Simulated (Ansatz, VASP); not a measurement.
# AlNi in VASP and in Ansatz

Contents of INCAR:

```
SYSTEM = AlNi
PREC = Accurate
ENCUT = 520
EDIFF = 1E-6
ISMEAR = 0
SIGMA = 0.15
LREAL = .False.
LASPH = .True.
NELM = 100
ALGO = Normal
ISIF = 2
LWAVE = .False.
LCHARG = .True.
GGA = PE
LELF = .True.
LVHAR = .True.
NBANDS = 14
```

The input KPOINTS:

```
regular mesh
0
Gamma
  16 16 16
  0 0 0
```

File POSCAR:

```
AlNi
1.0
    2.7657600000      0.0000000000      0.0000000000
    0.0000000000      2.7657600000      0.0000000000
    0.0000000000      0.0000000000      3.1114800000
Al Ni
1 1
Direct
    0.0000000000      0.0000000000      0.0000000000
    0.5000000000      0.5000000000      0.5000000000
```

Input for Ansatz:

```yaml
crystal:
  lattice:
    - [2.76576, 0.0, 0.0]
    - [0.0, 2.76576, 0.0]
    - [0.0, 0.0, 3.11148]
  atoms:
    - { symbol: Al, position: [0.0, 0.0, 0.0] }
    - { symbol: Ni, position: [0.5, 0.5, 0.5] }
basis:
  ecutwfc: 420
kpoints:
  mp_grid: { grid: [16, 16, 16] }
hamiltonian:
  xc: pbe
scf:
  occupations: { method: gaussian, width: 0.15 }
output:
  forces: true
  stress: true
  eigenvalues: true
```

Change from the starting cell: strain -0.040 along x and y, +0.080 along z, atoms carried along.

Alike in both runs: task single point; functional PBE; k mesh 16 × 16 × 16; occupations gaussian, width 0.15 eV; no spin polarisation.

|  | VASP | Ansatz |
| --- | --- | --- |
| version | VASP 6.6.1 | Ansatz 0.2.0 |
| potentials or method | VASP PAW PBE potentials, release 64 (Al, Ni) | scalar-relativistic, plane waves, PAW |
| plane-wave cutoff (eV) | 520 | 420 |
| valence electrons in the cell | 13 | 21 |

|  | VASP | Ansatz | Ansatz less VASP |
| --- | --- | --- | --- |
| gap on the k mesh at the Fermi level (eV) | none | none | - |
| pressure (GPa) | 3.4 | 3.4 | -0.03 |
| largest component of the traceless stress (GPa) | 3.97 | 3.85 | -0.119 |

A gap of «none» marks a metal or a gap that the smearing closes. The two sets of potentials don't hold the same shells in valence.

Spin polarisation is off, so any magnetic state and its effect on volume and gap are missing.
